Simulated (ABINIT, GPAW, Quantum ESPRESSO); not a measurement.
**PBE against LDA over 7 crystals**

Computed equilibrium volume (Å³/atom) at each level. Volumes are each level's own minimum, from an equation of state or a relaxation of the cell. Space groups are those of the starting cells. Not every cell is the stable form of its formula. Spin polarisation and spin-orbit coupling are off unless named.

- PBE: ABINIT (JTH PAW PBE v2.0) for HfB2, TiSi2, TiAl; GPAW (GPAW PAW data sets (gpaw-data 1.2.1)) for Mo3Si, TiPt3; Quantum ESPRESSO (PseudoDojo 0.4.1 SR PBE standard) for BN; ABINIT (PseudoDojo NC SR PBE v0.4.1 standard) for MgB2; cutoffs 408 to 1143 eV; k meshes of 125 to 800 points
- LDA: ABINIT (JTH PAW LDA v2.0) for MgB2, HfB2, TiSi2, TiAl; GPAW (the program's PAW data sets (release 1.2.1) made for this functional) for Mo3Si, TiPt3; Quantum ESPRESSO (PseudoDojo 0.4.1 SR LDA standard) for BN; cutoffs 408 to 1143 eV; k meshes of 125 to 567 points

| crystal | PBE | LDA |
| --- | --- | --- |
| BN (P6_3mc, 4 atoms) | 5.962 | 5.759 |
| MgB2 (P6/mmm, 3 atoms) | 9.614 | 9.197 |
| HfB2 (P6/mmm, 3 atoms) | 9.964 | 9.522 |
| TiSi2 (Cmcm, 6 atoms) | 14.375 | 13.635 |
| Mo3Si (Pm-3n) | 14.723 | 14.044 |
| TiPt3 (Pm-3m) | 15.394 | 14.504 |
| TiAl (P4/mmm, 2 atoms) | 16.263 | 15.343 |

Task: How do the values move from PBE?

Result: LDA lies below PBE in 7 of 7 crystals, with a median shift of -4.6 % (-5.8 % for TiPt3 to -3.4 % for BN). The figures use the values as printed. Spin-orbit coupling, where left out, moves volumes and moduli of the heaviest elements a little. Meshes of this size aren't converged for the metals. LDA stands for any of its common fits to the electron gas. Columns can differ in potentials, cutoffs and meshes within a row, which adds scatter of its own.
